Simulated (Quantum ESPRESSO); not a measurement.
Wanted: the native input for a Quantum ESPRESSO 7.5 run.

- Task: band structure
- Functional: PBE
- Potentials or basis: PseudoDojo 0.4.1 SR PBE standard
- Cutoff: 1088 eV
- Density cutoff: 4354 eV
- k mesh: 9 × 9 × 4
- Occupations: fermi-dirac, width 0.05 eV
- Spin: no spin polarisation
- Mixing beta: 0.5
- Most SCF iterations: 120
- SCF threshold: 6e-10 Ry

Crystal: MoS2.

```
CELL_PARAMETERS angstrom
3.22746 0.00000 0.00000
-1.61373 2.79507 0.00000
0.00000 0.00000 6.31247
ATOMIC_POSITIONS crystal
Mo 0.00000 0.00000 0.50000
S 0.66667 0.33333 0.74468
S 0.33333 0.66667 0.25532
```

Measurements of this composition are mostly on another form, of space group No. 194.

These files were run (other wordings do the same):

pw.in

```
&CONTROL
  calculation = 'scf'
  prefix = 'pwscf'
  outdir = './tmp'
  pseudo_dir = './pseudo'
  tprnfor = .true.
  tstress = .true.
  disk_io = 'low'
/
&SYSTEM
  ibrav = 0
  celldm(1) = 8
  nat = 3
  ntyp = 2
  ecutwfc = 80
  nbnd = 20
  occupations = 'smearing'
  smearing = 'fd'
  degauss = 0.00367493
/
&ELECTRONS
  conv_thr = 6d-10
  electron_maxstep = 120
  mixing_beta = 0.5
/
ATOMIC_SPECIES
Mo    95.9500 Mo.upf
S     32.0600 S.upf
CELL_PARAMETERS alat
  0.7623780122949   0.0000000000000   0.0000000000000
 -0.3811890061475   0.6602387259200   0.0000000000000
  0.0000000000000   0.0000000000000   1.4911057415975
ATOMIC_POSITIONS crystal
Mo     0.0000000000    0.0000000000    0.5000000000
S      0.6666666667    0.3333333333    0.7446806800
S      0.3333333333    0.6666666667    0.2553193200
K_POINTS automatic
9 9 4 0 0 0
```

bands.in

```
&CONTROL
  calculation = 'bands'
  prefix = 'pwscf'
  outdir = './tmp'
  pseudo_dir = './pseudo'
  disk_io = 'low'
  verbosity = 'high'
/
&SYSTEM
  ibrav = 0
  celldm(1) = 8
  nat = 3
  ntyp = 2
  ecutwfc = 80
  nbnd = 20
  occupations = 'smearing'
  smearing = 'fd'
  degauss = 0.00367493
/
&ELECTRONS
  conv_thr = 1d-08
  electron_maxstep = 120
  mixing_beta = 0.5
  diago_full_acc = .true.
  startingwfc = 'random'
/
ATOMIC_SPECIES
Mo    95.9500 Mo.upf
S     32.0600 S.upf
CELL_PARAMETERS alat
  0.7623780122949   0.0000000000000   0.0000000000000
 -0.3811890061475   0.6602387259200   0.0000000000000
  0.0000000000000   0.0000000000000   1.4911057415975
ATOMIC_POSITIONS crystal
Mo     0.0000000000    0.0000000000    0.5000000000
S      0.6666666667    0.3333333333    0.7446806800
S      0.3333333333    0.6666666667    0.2553193200
K_POINTS crystal
60
 0.0000000000  0.0000000000  0.0000000000 1
 0.0625000000  0.0000000000  0.0000000000 1
 0.1250000000  0.0000000000  0.0000000000 1
 0.1875000000  0.0000000000  0.0000000000 1
 0.2500000000  0.0000000000  0.0000000000 1
 0.3125000000  0.0000000000  0.0000000000 1
 0.3750000000  0.0000000000  0.0000000000 1
 0.4375000000  0.0000000000  0.0000000000 1
 0.5000000000  0.0000000000  0.0000000000 1
 0.4583333333  0.0833333333  0.0000000000 1
 0.4166666667  0.1666666667  0.0000000000 1
 0.3750000000  0.2500000000  0.0000000000 1
 0.3333333333  0.3333333333  0.0000000000 1
 0.3000000000  0.3000000000  0.0000000000 1
 0.2666666667  0.2666666667  0.0000000000 1
 0.2333333333  0.2333333333  0.0000000000 1
 0.2000000000  0.2000000000  0.0000000000 1
 0.1666666667  0.1666666667  0.0000000000 1
 0.1333333333  0.1333333333  0.0000000000 1
 0.1000000000  0.1000000000  0.0000000000 1
 0.0666666667  0.0666666667  0.0000000000 1
 0.0333333333  0.0333333333  0.0000000000 1
 0.0000000000  0.0000000000  0.0000000000 1
 0.0000000000  0.0000000000  0.1666666667 1
 0.0000000000  0.0000000000  0.3333333333 1
 0.0000000000  0.0000000000  0.5000000000 1
 0.0555555556  0.0000000000  0.5000000000 1
 0.1111111111  0.0000000000  0.5000000000 1
 0.1666666667  0.0000000000  0.5000000000 1
 0.2222222222  0.0000000000  0.5000000000 1
 0.2777777778  0.0000000000  0.5000000000 1
 0.3333333333  0.0000000000  0.5000000000 1
 0.3888888889  0.0000000000  0.5000000000 1
 0.4444444444  0.0000000000  0.5000000000 1
 0.5000000000  0.0000000000  0.5000000000 1
 0.4666666667  0.0666666667  0.5000000000 1
 0.4333333333  0.1333333333  0.5000000000 1
 0.4000000000  0.2000000000  0.5000000000 1
 0.3666666667  0.2666666667  0.5000000000 1
 0.3333333333  0.3333333333  0.5000000000 1
 0.3030303030  0.3030303030  0.5000000000 1
 0.2727272727  0.2727272727  0.5000000000 1
 0.2424242424  0.2424242424  0.5000000000 1
 0.2121212121  0.2121212121  0.5000000000 1
 0.1818181818  0.1818181818  0.5000000000 1
 0.1515151515  0.1515151515  0.5000000000 1
 0.1212121212  0.1212121212  0.5000000000 1
 0.0909090909  0.0909090909  0.5000000000 1
 0.0606060606  0.0606060606  0.5000000000 1
 0.0303030303  0.0303030303  0.5000000000 1
 0.0000000000  0.0000000000  0.5000000000 1
 0.5000000000  0.0000000000  0.5000000000 1
 0.5000000000  0.0000000000  0.3333333333 1
 0.5000000000  0.0000000000  0.1666666667 1
 0.5000000000  0.0000000000  0.0000000000 1
 0.3333333333  0.3333333333  0.0000000000 1
 0.3333333333  0.3333333333  0.1250000000 1
 0.3333333333  0.3333333333  0.2500000000 1
 0.3333333333  0.3333333333  0.3750000000 1
 0.3333333333  0.3333333333  0.5000000000 1
```

Potentials or basis: PseudoDojo 0.4.1 SR PBE standard.

Command:

```bash
$ OMP_NUM_THREADS=1 pw.x -in pw.in > pw.out
$ OMP_NUM_THREADS=1 pw.x -in bands.in > bands.out
```

It gave:

- Pressure: 1.1 GPa
- Largest force: 0.291 eV/Å
- Band gap on the k mesh: none (metal or under the smearing width)

Caveat: some levels on the path didn't converge; this functional lacks dispersion, which binds the layers, so the pressure and a relaxed spacing across them are unreliable.

Wall time 2.2 min on 1 thread of Arm Neoverse V2, with other jobs on the host, peak memory 0.12 GiB.
